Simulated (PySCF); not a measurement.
# Substituent effects on chemical shifts

Parent skeleton `[CH2:1]1[CH2:2][CH2:3][NH:4][CH2:5][CH2:6]1`; one hydrogen on atom 1 is replaced by X. Hydrogens on one atom are averaged.

Calculated, not measured (PySCF): GFN2-xTB geometry, GIAO PBE0/pcSseg-1 shieldings. No relativistic terms, one conformer, one averaged value for each set of equivalent atoms, in vacuum.

Shifts are taken against calculated references (same method and geometry level): TMS for $^{13}$C and $^{1}$H; $^{15}$N vs NH3.

Parent (X = H): C1 29.5, C2 33.2, C3 52.1, N4 60.8, C5 52.1, C6 33.2, H(C1) 1.68, H(C2) 1.29, H(C3) 2.87 ppm. Effects are Δδ = δ(X) − δ(H), positive for deshielding.

Q: Order these by the shift of H(C2), most shielded first.
A. X = CN
B. X = SOCH3
C. X = SO2CH3

A: A (+0.24 ppm), C (+0.75 ppm), B (+0.91 ppm).

Q: Order these by the shift of H(C3), most shielded first.
A. X = SO2CH3
B. X = CN
C. X = SOCH3

A: B (+0.04 ppm), C (+0.20 ppm), A (+0.45 ppm).

Q: Order these by the shift of C3, most shielded first.
A. X = SO2CH3
B. X = CN
C. X = SOCH3

A: A (-7.2 ppm), C (-4.9 ppm), B (-1.8 ppm).

Experimental scales use liquid or dissolved standards, which lie at an offset from isolated NH3 (liquid NH3: subtract about 20 ppm).
